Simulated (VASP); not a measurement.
A run of VASP 6.6.1 is set up as follows.

The input INCAR:

```
PREC = Accurate
ENCUT = 300
EDIFF = 1E-7
ISMEAR = 0
SIGMA = 0.03
LREAL = F
LASPH = T
NELM = 80
ALGO = Normal
ISIF = 2
LWAVE = F
LCHARG = F
GGA = PE
IBRION = 2
NSW = 40
EDIFFG = -0.01
```

The input KPOINTS:

```
regular mesh
0
Gamma
  4 4 4
```

POSCAR

```
RbCl                                    
1.0
   -0.0000000000      3.3757552290      3.3757552290
    3.3757552290     -0.0000000000      3.3757552290
    3.3757552290      3.3757552290     -0.0000000000
  Rb              Cl            
     1     1
Direct
     0.0000000000000000    0.0000000000000000    0.0000000000000000
     0.5000000000000000    0.5000000000000000    0.5000000000000000
```

Potentials or basis: VASP PAW PBE potentials, release 64 (Rb_pv, Cl).

Launch:

```bash
$ cat potpaw_PBE.64/Rb_pv/POTCAR potpaw_PBE.64/Cl/POTCAR > POTCAR
$ mpirun -np 1 vasp_std > vasp.out
```

**Question.** What does it give for the band gap on the k mesh?

**Answer.** 4.75 eV, direct.

Final structure:
```yaml
crystal:
  lattice:
    - [0.00000, 3.37576, 3.37576]
    - [3.37576, 0.00000, 3.37576]
    - [3.37576, 3.37576, 0.00000]
  atoms:
    - { symbol: Rb, position: [0.00000, 0.00000, 0.00000] }
    - { symbol: Cl, position: [0.50000, 0.50000, 0.50000] }
```

Caveat: the relaxation stopped at its first step, so nothing moved.
